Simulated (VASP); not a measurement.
Crystal: AlAs.

```xyz
2
Lattice="0.0000 2.8409 2.8409 2.8409 0.0000 2.8409 2.8409 2.8409 0.0000" Properties=species:S:1:pos:R:3 pbc="T T T"
Al    0.0000    0.0000    0.0000
As    1.4204    1.4204    1.4204
```

Program: VASP 6.6.1. Alike in all runs: task band structure; potentials or basis VASP PAW PBE potentials, release 64 (Al, As); no spin polarisation; cell as given; k mesh 6 × 6 × 6; cutoff (eV) 520; smearing gaussian 0.03 eV.

Task: Order these runs on this cell by their band gap on the k mesh, lowest first.
A. level PBE0; exchange at q = 0 truncated
B. level PBE-EpsX; exchange at q = 0 truncated; share of exact exchange 0.1014
C. level HSE06; screening parameter 0.2 1/A

Result: B (1.97 eV), C (2.12 eV), A (2.76 eV).

Runs at the PBE level aren't shown here.
